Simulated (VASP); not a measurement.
# Ca (Fm-3m) in VASP: further runs

One crystal, Ca, is run at these levels: LDA, PBE; tasks: phonon dispersion.

Program: VASP 6.6.1. These are calculated values, not measurements. Logs are shortened: lines on timing, memory, paths and dates and some standing lists are left out, and cuts for length are marked.

## 1. The structure

It takes space group Fm-3m (No. 225, cubic). Conventional cell: a = 5.588 Å, b = 5.588 Å, c = 5.588 Å, α = 90.00°, β = 90.00°, γ = 90.00°. Ca (site symmetry m-3m) has 12 Ca at 3.95 Å as nearest neighbours.

## 2. Phonon dispersion, LDA

INCAR

```
PREC     = Accurate       # precision mode
ENCUT    = 520            # plane-wave cutoff, eV
EDIFF    = 1E-7           # SCF threshold, eV
ISMEAR   = 1              # smearing method
SIGMA    = 0.1            # smearing width, eV
LREAL    = Auto         
LASPH    = T              # aspherical terms in the spheres
NELM     = 80             # most SCF steps
ALGO     = Normal         # electronic algorithm
ISIF     = 2              # what is computed and relaxed
LWAVE    = F              # write WAVECAR
LCHARG   = F              # write CHGCAR
GGA      = CA             # functional
IBRION   = 6              # ionic algorithm
NFREE    = 2            
POTIM    = 0.015          # step
NSW      = 1              # ionic steps
LPHON_DISPERSION= T            
PHON_NWRITE= -3
```

KPOINTS

```
Automatic mesh
0
Gamma
  3 3 3
```

POSCAR

```
Ca
1.0
    0.0000000000      8.3826000000      8.3826000000
    8.3826000000      0.0000000000      8.3826000000
    8.3826000000      8.3826000000      0.0000000000
Ca
27
Direct
    0.0000000000      0.0000000000      0.0000000000
    0.0000000000      0.0000000000      0.3333333333
    0.0000000000      0.0000000000      0.6666666667
    0.0000000000      0.3333333333      0.0000000000
    0.0000000000      0.3333333333      0.3333333333
    0.0000000000      0.3333333333      0.6666666667
    0.0000000000      0.6666666667      0.0000000000
    0.0000000000      0.6666666667      0.3333333333
    0.0000000000      0.6666666667      0.6666666667
    0.3333333333      0.0000000000      0.0000000000
    0.3333333333      0.0000000000      0.3333333333
    0.3333333333      0.0000000000      0.6666666667
    0.3333333333      0.3333333333      0.0000000000
    0.3333333333      0.3333333333      0.3333333333
    0.3333333333      0.3333333333      0.6666666667
    0.3333333333      0.6666666667      0.0000000000
    0.3333333333      0.6666666667      0.3333333333
    0.3333333333      0.6666666667      0.6666666667
    0.6666666667      0.0000000000      0.0000000000
    0.6666666667      0.0000000000      0.3333333333
    0.6666666667      0.0000000000      0.6666666667
    0.6666666667      0.3333333333      0.0000000000
    0.6666666667      0.3333333333      0.3333333333
    0.6666666667      0.3333333333      0.6666666667
    0.6666666667      0.6666666667      0.0000000000
    0.6666666667      0.6666666667      0.3333333333
    0.6666666667      0.6666666667      0.6666666667
```

QPOINTS

```
path GXWKGLUWLK,UX
8
line-mode
reciprocal
 0.0000000000  0.0000000000  0.0000000000  G
 0.5000000000  0.0000000000  0.5000000000  X

 0.5000000000  0.0000000000  0.5000000000  X
 0.5000000000  0.2500000000  0.7500000000  W

 0.5000000000  0.2500000000  0.7500000000  W
 0.3750000000  0.3750000000  0.7500000000  K

 0.3750000000  0.3750000000  0.7500000000  K
 0.0000000000  0.0000000000  0.0000000000  G

 0.0000000000  0.0000000000  0.0000000000  G
 0.5000000000  0.5000000000  0.5000000000  L

 0.5000000000  0.5000000000  0.5000000000  L
 0.6250000000  0.2500000000  0.6250000000  U

 0.6250000000  0.2500000000  0.6250000000  U
 0.5000000000  0.2500000000  0.7500000000  W

 0.5000000000  0.2500000000  0.7500000000  W
 0.5000000000  0.5000000000  0.5000000000  L

 0.5000000000  0.5000000000  0.5000000000  L
 0.3750000000  0.3750000000  0.7500000000  K

 0.6250000000  0.2500000000  0.6250000000  U
 0.5000000000  0.0000000000  0.5000000000  X
```

Potentials or basis: VASP PAW LDA potentials, release 64 (Ca_sv).

The run is started by

```console
cat potpaw_LDA.64/Ca_sv/POTCAR > POTCAR
mpirun -np 4 vasp_std > vasp.out
```

OUTCAR:

```text
PREC = Accurate
   ENCUT = 520
   EDIFF = 1E-7
   ISMEAR = 1
   LREAL = Auto
   LASPH = T
   NELM = 80
   ISIF = 2
   GGA = CA
   IBRION = 6
   NFREE = 2
   POTIM = 0.015
   NSW = 1

 ion  position               nearest neighbor table
   1  0.000  0.000  0.000-
   2  0.000  0.000  0.333-
   3  0.000  0.000  0.667-
   4  0.000  0.333  0.000-
   5  0.000  0.333  0.333-
   6  0.000  0.333  0.667-
[... 27 lines left out ...]
 A1 = (   0.0000000000,   8.3826000000,   8.3826000000)
 A2 = (   8.3826000000,   0.0000000000,   8.3826000000)
 A3 = (   8.3826000000,   8.3826000000,   0.0000000000)

Analysis of symmetry for initial positions (statically):
=====================================================================
 Subroutine PRICEL returns following result:

  LATTYP: Found a face centered cubic cell.
 ALAT       =     5.5883999994

  Lattice vectors:

 A1 = (   0.0000000000,   2.7941999997,   2.7941999997)
 A2 = (   2.7941999997,   0.0000000000,   2.7941999997)
 A3 = (   2.7941999997,   2.7941999997,   0.0000000000)

  27 primitive cells build up your supercell.

 Routine SETGRP: Setting up the symmetry group for a
 face centered cubic supercell.

 Subroutine GETGRP returns: Found 48 space group operations
 (whereof 48 operations were pure point group operations)
 out of a pool of 48 trial point group operations.

The static configuration has the point symmetry O_h .

Analysis of symmetry for dynamics (positions and initial velocities):
=====================================================================
 Subroutine PRICEL returns following result:

  LATTYP: Found a face centered cubic cell.
 ALAT       =     5.5883999994

  Lattice vectors:

 A1 = (   0.0000000000,   2.7941999997,   2.7941999997)
 A2 = (   2.7941999997,   0.0000000000,   2.7941999997)
 A3 = (   2.7941999997,   2.7941999997,   0.0000000000)

  27 primitive cells build up your supercell.

 Routine SETGRP: Setting up the symmetry group for a
 face centered cubic supercell.

 Subroutine GETGRP returns: Found 48 space group operations
 (whereof 48 operations were pure point group operations)
 out of a pool of 48 trial point group operations.

The dynamic configuration has the point symmetry O_h .

 Subroutine INISYM returns: Found 48 space group operations
 (whereof 48 operations are pure point group operations),
 and found    27 'primitive' translations

----------------------------------------------------------------------------------------

                                     Primitive cell

  volume of cell :      43.6317

  direct lattice vectors                    reciprocal lattice vectors
     0.000000000  2.794200000  2.794200000    -0.178942094  0.178942094  0.178942094
     2.794200000  0.000000000  2.794200000     0.178942094 -0.178942094  0.178942094
     2.794200000  2.794200000  0.000000000     0.178942094  0.178942094 -0.178942094

  length of vectors
     3.951595536  3.951595536  3.951595536     0.309936799  0.309936799  0.309936799

  position of ions in fractional coordinates (direct lattice)
     0.000000000  0.000000000  0.000000000

  ion indices of the primitive-cell ions
   primitive index   ion index
                 1           1
[... 53 lines left out ...]
   EDIFFG = 0.1E-05   stopping-criterion for IOM
   NSW    =    361    number of steps for IOM
   IBRION =      6    ionic relax: 0-MD 1-quasi-New 2-CG
   NFREE  =      2    steps in history (QN), initial steepest desc. (CG)
   ISIF   =      2    stress and relaxation
   ISYM   =      2    0-nonsym 1-usesym 2-fastsym
   POTIM  = 0.0150    time-step for ionic-motion
   TEBEG  =    0.0;   TEEND  =   0.0 temperature during run
   PSTRESS=    0.0 pullay stress
   NELECT =     270.0000    total number of electrons
   NUPDOWN=      -1.0000    fix difference up-down
   EMIN   =  10.00;   EMAX   =-10.00  energy-range for DOS
   EFERMI =   0.00;   METHOD = LEGACY
   ISMEAR =     1;   SIGMA  =   0.10  broadening in eV -4-tet -1-fermi 0-gaus
   EFERMI_NEDOS =   21; number of points for ismear=-14 and -15
   IALGO  =     38    algorithm
   IMIX   =      4    mixing-type and parameters
     AMIX     =   0.40;   BMIX     =  1.00
     AMIX_MAG =   1.60;   BMIX_MAG =  1.00
  volume/ion in A,a.u.               =      43.63       294.44
  Fermi-wavevector in a.u.,A,eV,Ry     =   1.001861  1.893242 13.656506  1.003725
  Thomas-Fermi vector in A             =   2.134310
   LORBIT       =      0    0 simple, 1 ext, 2 COOP (PROOUT), +10 PAW based schemes
   GGA     = CA    functional components
   LHFCALC =     F    Hartree Fock is set to
   AEXX    =    0.0000 exact exchange contribution
   IVDW    =     0    specifies the selected vdW correction
   LEPSILON=     F    determine dielectric tensor
   LRPA    =     F    only Hartree local field effects (RPA)
 finite differences with symmetry
 non-spin polarized calculation
 Methfessel and Paxton  Order N= 1 SIGMA  =   0.10
  energy-cutoff  :      520.00
  volume of cell :     1178.06
 maximum number of plane-waves:     31775
 NGX is ok and might be reduce to    90
   NGX = 45   NGY = 45   NGZ = 45

--------------------------------------- Ionic step        1  -------------------------------------------

 number of electron     269.9999929 magnetization

 Free energy of the ion-electron system (eV)
  ---------------------------------------------------
  ext. energy  EPLUGINS =         0.00000000
  ---------------------------------------------------
  free energy    TOTEN  =       -58.36332547 eV

  energy without entropy =      -58.31841169  energy(sigma->0) =      -58.34835421

------------------------ aborting loop because EDIFF is reached ----------------------------------------

  FORCE on cell =-STRESS in cart. coord.  units (eV):
  Direction    XX          YY          ZZ          XY          YZ          ZX
  --------------------------------------------------------------------------------------
  -------------------------------------------------------------------------------------
  Total      -15.2915739    -15.2915739    -15.2915739      0.0000000      0.0000000     -0.0000000
  in kB      -20.7968014    -20.7968014    -20.7968014      0.0000000      0.0000000     -0.0000000
  external PRESSURE =     -20.7968014 kB  Pullay stress =       0.0000000 kB
[... 109 lines left out ...]
--------------------------------------- Ionic step        3  -------------------------------------------

 number of electron     269.9999930 magnetization

 Free energy of the ion-electron system (eV)
  ---------------------------------------------------
  ext. energy  EPLUGINS =         0.00000000
  ---------------------------------------------------
  free energy    TOTEN  =       -58.36314920 eV

  energy without entropy =      -58.31823547  energy(sigma->0) =      -58.34817796

 E-fermi :   1.6436     XC(G=0):  -7.8582

 val. band max:        1.6395431743   @ k =   0.3333   0.3333   0.0000
 cond. band min:       1.6628246627   @ k =  -0.3333   0.3333   0.0000
 fundamental gap:      0.0232814883
 Fermi energy:         1.6436230313

 k-point     1 :       0.0000    0.0000    0.0000
  band No.  band energies     occupation
      1     -39.9972      2.00000
      2     -39.9888      2.00000
      3     -39.9888      2.00000
      4     -39.9884      2.00000
      5     -39.9879      2.00000
      6     -39.9878      2.00000
[... 889 lines left out ...]
    146       2.1758     -0.00000
    147       2.2183     -0.00000
 [bands above 147 left out]

------------------------ aborting loop because EDIFF is reached ----------------------------------------

  FORCE on cell =-STRESS in cart. coord.  units (eV):
  Direction    XX          YY          ZZ          XY          YZ          ZX
  --------------------------------------------------------------------------------------
  -------------------------------------------------------------------------------------
  Total      -15.2889110    -15.2889983    -15.2889983     -0.0000000      0.0000000      0.0000000
  in kB      -20.7931798    -20.7932986    -20.7932986     -0.0000000      0.0000000      0.0000000
  external PRESSURE =     -20.7932590 kB  Pullay stress =       0.0000000 kB
[... 42 lines left out ...]
  FREE ENERGIE OF THE ION-ELECTRON SYSTEM (eV)
  ---------------------------------------------------
  free  energy   TOTEN  =       -58.3631491998 eV

  energy  without entropy=      -58.3182354707  energy(sigma->0) =      -58.34817796

 INTERNAL STRAIN TENSORS FROM DISPLACED ATOMS
 ============================================

 INTERNAL STRAIN TENSOR FOR ION    1 for displacements in x,y,z  (eV/Angst):
          X           Y           Z          XY          YZ          ZX
  --------------------------------------------------------------------------------
  x    -0.00000     0.00000     0.00000     0.00000     0.00000     0.00000
  y     0.00000    -0.00000     0.00000     0.00000    -0.00000     0.00000
  z     0.00000     0.00000    -0.00000     0.00000     0.00000    -0.00000
[... 8 lines left out ...]
 INTERNAL STRAIN TENSOR FOR ION   27 for displacements in x,y,z  (eV/Angst):
          X           Y           Z          XY          YZ          ZX
  --------------------------------------------------------------------------------
  x    -0.00000     0.00000     0.00000     0.00000     0.00000     0.00000
  y     0.00000    -0.00000     0.00000     0.00000    -0.00000     0.00000
  z     0.00000     0.00000    -0.00000     0.00000     0.00000    -0.00000

 Eigenvectors and eigenvalues of the dynamical matrix
   1 f  =    3.864853 THz    24.283590 2PiTHz  128.917630 cm-1    15.983742 meV
   2 f  =    3.864853 THz    24.283590 2PiTHz  128.917630 cm-1    15.983742 meV
   3 f  =    3.864853 THz    24.283590 2PiTHz  128.917630 cm-1    15.983742 meV
   4 f  =    3.864853 THz    24.283590 2PiTHz  128.917630 cm-1    15.983742 meV
   5 f  =    3.864853 THz    24.283590 2PiTHz  128.917630 cm-1    15.983742 meV
   6 f  =    3.864853 THz    24.283590 2PiTHz  128.917630 cm-1    15.983742 meV
[... 22 lines left out ...]
  29 f  =    3.550934 THz    22.311177 2PiTHz  118.446412 cm-1    14.685477 meV
  30 f  =    3.550934 THz    22.311177 2PiTHz  118.446412 cm-1    14.685477 meV

 ELASTIC MODULI CONTR FROM IONIC RELAXATION (kBar)
 Direction    XX          YY          ZZ          XY          YZ          ZX
 --------------------------------------------------------------------------------
 XX          -0.0000     -0.0000     -0.0000      0.0000     -0.0000     -0.0000
 YY           0.0000     -0.0000     -0.0000     -0.0000      0.0000     -0.0000
 ZZ           0.0000      0.0000      0.0000      0.0000     -0.0000      0.0000
 XY          -0.0000      0.0000      0.0000      0.0000     -0.0000      0.0000
 YZ          -0.0000     -0.0000     -0.0000     -0.0000     -0.0000     -0.0000
 ZX           0.0000      0.0000      0.0000      0.0000     -0.0000      0.0000
 --------------------------------------------------------------------------------
[... 633 lines left out ...]
 q-point No.           q_x           q_y           q_z  q-path length
          80      0.500000      0.000000      0.500000       1.148665
  frequencies
   [THz]           3.471452      3.471452      4.456394
   [2Pi THz]      21.811776     21.811776     28.000352
   [cm-1]        115.795175    115.795175    148.649318
   [meV]          14.356765     14.356765     18.430158
```

Run time: 23 min. Hardware: 4 MPI ranks of Intel Xeon Platinum 8259CL at 2.50GHz (Skylake/Cascade Lake), shared host; peak memory 0.64 GiB.

Results:

* Highest phonon frequency: 149 cm⁻¹

Phonon frequencies in cm⁻¹ (negative: imaginary):
```
              q point  frequencies
(0.000, 0.000, 0.000)        0 0 0
(0.500, 0.000, 0.500)  116 116 149
(0.500, 0.214, 0.714)  100 126 134
(0.411, 0.339, 0.750)  101 120 136
(0.161, 0.161, 0.321)     48 78 91
(0.214, 0.214, 0.214)     47 47 85
(0.536, 0.429, 0.536)    74 80 130
(0.607, 0.250, 0.643)  102 118 137
(0.500, 0.250, 0.750)   99 130 130
(0.500, 0.500, 0.500)    68 68 130
(0.393, 0.393, 0.714)   98 117 134
(0.536, 0.071, 0.536)  115 116 148
```

Phonon frequencies at the corners of the path (cm⁻¹, interpolated; i marks imaginary ones):
```csv
point,frequencies
Γ,0 0 0
X,116 116 149
W,99 130 130
K,102 118 137
L,68 68 130
U,102 118 137
```

(Continued in part 2 of 2.)
